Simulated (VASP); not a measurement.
# Li (Im-3m) in VASP: relaxation of the atoms with AM05

Aim: the relaxation of the atoms of Li with AM05.

Program: VASP 6.6.1. These are calculated values, not measurements. Logs are shortened: lines on timing, memory, paths and dates and some standing lists are left out, and cuts for length are marked.

**1. The undisturbed crystal**

The structure is cubic, space group Im-3m (No. 229). Conventional cell: a = 3.509 Å, b = 3.509 Å, c = 3.509 Å, α = 90.00°, β = 90.00°, γ = 90.00°. Li (site symmetry m-3m) has 8 Li at 3.04 Å as nearest neighbours.

**2. Relaxation of the atoms, AM05, spin-orbit coupling, no magnetisation (cell strained at random at fixed volume)**

The input, INCAR:

```
SYSTEM = Li
PREC = Accurate ; ENCUT = 520
EDIFF = 1E-6 ; ISMEAR = -1
SIGMA = 0.02 ; LREAL = .FALSE.
LASPH = .TRUE. ; NELM = 100
ALGO = Normal ; ISIF = 2
LWAVE = .FALSE. ; LCHARG = .FALSE.
MAGMOM = 0 0 0 ; LORBIT = 11
LSORBIT = .TRUE. ; GGA_COMPAT = .FALSE.
GGA = AM ; IBRION = 2
NSW = 40 ; EDIFFG = -0.01
```

The input, KPOINTS:

```
regular mesh
0
G
  8 8 8
  0 0 0
```

The input, POSCAR:

```
Li
3.0093
   -0.584597082378      0.569183198751      0.578165021766
    0.583740072442     -0.582145681720      0.590269830193
    0.589891669159      0.587439936198     -0.591127172432
Li
1
Direct
    0.0000000000      0.0000000000      0.0000000000
```

Potentials or basis: VASP PAW PBE potentials, release 64 (Li_sv).

Command:

```bash
cat potpaw_PBE.64/Li_sv/POTCAR > POTCAR
mpirun -np 1 vasp_ncl > vasp.out
```

OUTCAR:

```text
SYSTEM = Li
   PREC = Accurate
   ENCUT = 520
   EDIFF = 1E-6
   ISMEAR = -1
   LREAL = .FALSE.
   LASPH = .TRUE.
   NELM = 100
   ISIF = 2
   LORBIT = 11
   LSORBIT = .TRUE.
   GGA = AM
   IBRION = 2
   NSW = 40
   EDIFFG = -0.01

 ion  position               nearest neighbor table
   1  0.000  0.000  0.000-

  LATTYP: Found a triclinic cell.
 ALAT       =     5.8232919411
 B/A-ratio  =     0.6065034885
 C/A-ratio  =     0.6038488796
 COS(alpha) =     0.0015139071
 COS(beta)  =     0.2966364607
 COS(gamma) =     0.9074937294

  Lattice vectors:

 A1 = (  -5.2910380000,   1.6969110000,   1.7424520000)
 A2 = (  -3.5318100000,  -0.0159320000,   0.0025800000)
 A3 = (  -0.0025790000,  -0.0390080000,   3.5161710000)

Analysis of symmetry for initial positions (statically):
=====================================================================
 Subroutine PRICEL returns:
 Original cell was already a primitive cell.

 Routine SETGRP: Setting up the symmetry group for a
 triclinic supercell.

 Subroutine GETGRP returns: Found  2 space group operations
 (whereof  2 operations were pure point group operations)
 out of a pool of  2 trial point group operations.

The static configuration has the point symmetry S_2 .

Analysis of symmetry for dynamics (positions and initial velocities):
=====================================================================
 Subroutine PRICEL returns:
 Original cell was already a primitive cell.

 Routine SETGRP: Setting up the symmetry group for a
 triclinic supercell.

 Subroutine GETGRP returns: Found  2 space group operations
 (whereof  2 operations were pure point group operations)
 out of a pool of  2 trial point group operations.

The dynamic configuration has the point symmetry S_2 .
[... 507 lines left out ...]
    1       -0.000  -0.000   0.000  -0.000

  FORCE on cell =-STRESS in cart. coord.  units (eV):
  Direction    XX          YY          ZZ          XY          YZ          ZX
  --------------------------------------------------------------------------------------
  -------------------------------------------------------------------------------------
  Total       -0.0944002     -0.0795418     -0.0613106      0.0099450     -0.0227085     -0.0078686
  in kB       -6.9992596     -5.8975899     -4.5458434      0.7373644     -1.6837102     -0.5834137
  external PRESSURE =      -5.8142310 kB  Pullay stress =       0.0000000 kB

 VOLUME and BASIS-vectors are now :
 -----------------------------------------------------------------------------
  energy-cutoff  :      520.00
  volume of cell :       21.61
      direct lattice vectors                 reciprocal lattice vectors
    -1.759228000  1.712843000  1.739872000    -0.001100486  0.290533033  0.287622608
     1.756649000 -1.751851000  1.776299000     0.283340323  0.001892782  0.284629095
     1.775161000  1.767783000 -1.778879000     0.281853026  0.286052304  0.003380162

  length of vectors
     3.009297073  3.051235123  3.072566323     0.408824436  0.401620521  0.401594913

 FORCES acting on ions
    electron-ion (+dipol)            ewald-force                    non-local-force                 convergence-correction
 -----------------------------------------------------------------------------------------------
   -.407E-15 0.411E-14 -.193E-14   -.243E-16 0.318E-15 -.144E-15   0.000E+00 0.000E+00 0.424E-21   0.151E-14 0.298E-15 0.423E-15
 -----------------------------------------------------------------------------------------------
   -.407E-15 0.411E-14 -.193E-14   -.243E-16 0.318E-15 -.144E-15   0.000E+00 0.000E+00 0.424E-21   0.151E-14 0.298E-15 0.423E-15

 POSITION                                       TOTAL-FORCE (eV/Angst)
 -----------------------------------------------------------------------------------
      0.00000      0.00000      0.00000         0.000000      0.000000      0.000000
 -----------------------------------------------------------------------------------
    total drift:                                0.000000      0.000000     -0.000000

--------------------------------------------------------------------------------------------------------

  FREE ENERGIE OF THE ION-ELECTRON SYSTEM (eV)
  ---------------------------------------------------
  free  energy   TOTEN  =        -1.8982001906 eV

  energy  without entropy=       -1.8964138697  energy(sigma->0) =       -1.89730703

--------------------------------------------------------------------------------------------------------

--------------------------------------------------------------------------------------------------------

--------------------------------------------------------------------------------------------------------

 reached required accuracy - stopping structural energy minimisation

 Spin-Orbit-Coupling matrix elements

 Ion:    1  E_soc:     -0.0000001
 l=   1
     0.0000000    -0.0000000    -0.0000000
    -0.0000000     0.0000000    -0.0000000
    -0.0000000    -0.0000000     0.0000000
 l=   2
     0.0000000     0.0000000     0.0000000     0.0000000     0.0000000
     0.0000000     0.0000000     0.0000000     0.0000000     0.0000000
     0.0000000     0.0000000     0.0000000     0.0000000     0.0000000
     0.0000000     0.0000000     0.0000000     0.0000000     0.0000000
     0.0000000     0.0000000     0.0000000     0.0000000     0.0000000
 l=   3
     0.0000000     0.0000000     0.0000000     0.0000000     0.0000000     0.0000000     0.0000000
     0.0000000     0.0000000     0.0000000     0.0000000     0.0000000     0.0000000     0.0000000
     0.0000000     0.0000000     0.0000000     0.0000000     0.0000000     0.0000000     0.0000000
     0.0000000     0.0000000     0.0000000     0.0000000     0.0000000     0.0000000     0.0000000
     0.0000000     0.0000000     0.0000000     0.0000000     0.0000000     0.0000000     0.0000000
     0.0000000     0.0000000     0.0000000     0.0000000     0.0000000     0.0000000     0.0000000
     0.0000000     0.0000000     0.0000000     0.0000000     0.0000000     0.0000000     0.0000000

 total charge

# of ion       s       p       d       tot
------------------------------------------
    1        2.030   0.048   0.000   2.077

 magnetization (x)

# of ion       s       p       d       tot
------------------------------------------
    1        0.000   0.000   0.000   0.000

 magnetization (y)

# of ion       s       p       d       tot
------------------------------------------
    1        0.000   0.000   0.000   0.000

 magnetization (z)

# of ion       s       p       d       tot
------------------------------------------
    1       -0.000  -0.000   0.000  -0.000

=======================================================================
```

CONTCAR:

```text
Li
   3.00930000000000
    -0.5845970823780000    0.5691831987510001    0.5781650217660000
     0.5837400724420000   -0.5821456817200000    0.5902698301929999
     0.5898916691590002    0.5874399361980001   -0.5911271724320000
  Li
     1
Direct
     0.0000000000000000    0.0000000000000000    0.0000000000000000

  0.00000000E+00  0.00000000E+00  0.00000000E+00
```

It took 67 s on 1 thread of Intel Xeon Platinum 8488C (Sapphire Rapids), shared host; peak memory 0.23 GiB.

What came out:

```
Free energy                                           : -1.8982 eV
Valence electrons inside the program's atomic spheres : Li 2.08
```

Final structure:
```
Li
1.0
    -1.75923    1.71284    1.73987
     1.75665   -1.75185    1.77630
     1.77516    1.76778   -1.77888
Li
1
Direct
  0.00000 0.00000 0.00000
```

Caveat: the cutoff is under 1.25 times the usual one of these potentials, so pressure, stress and relaxed cells hold a basis-set (Pulay) error; the relaxation stopped at its first step, so nothing moved; the PAW data sets were made with another functional, which shifts forces and pressure a little.
